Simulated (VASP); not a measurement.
## HgTe (rocksalt): gaps by functional in VASP

```cif
data_structure
_symmetry_space_group_name_H-M 'P 1'
_symmetry_Int_Tables_number 1
_cell_length_a 4.3041
_cell_length_b 4.3041
_cell_length_c 4.3041
_cell_angle_alpha 60.000
_cell_angle_beta 60.000
_cell_angle_gamma 60.000
_cell_volume 56.38
loop_
_atom_site_label
_atom_site_type_symbol
_atom_site_fract_x
_atom_site_fract_y
_atom_site_fract_z
_atom_site_occupancy
Hg1 Hg 0.00000 0.00000 0.00000 1
Te1 Te 0.50000 0.50000 0.50000 1
```

All runs share this cell. Band v is the last that the valence electrons fill when counted band by band, and c is the next. A negative gap between them is a band overlap, as in a metal.

| level | gap (eV) | least direct gap (eV) | pressure (GPa) |
| --- | --- | --- | --- |
| PBE | -2.56 | 0.00 | 1.4 |
| r²SCAN | -2.65 | 0.00 | 0.4 |
| LDA | -2.58 | 0.00 | -3.7 |
| PBEsol | -2.59 | 0.00 | -2.2 |
| PBE with spin–orbit coupling | -2.50 | 0.00 | – |
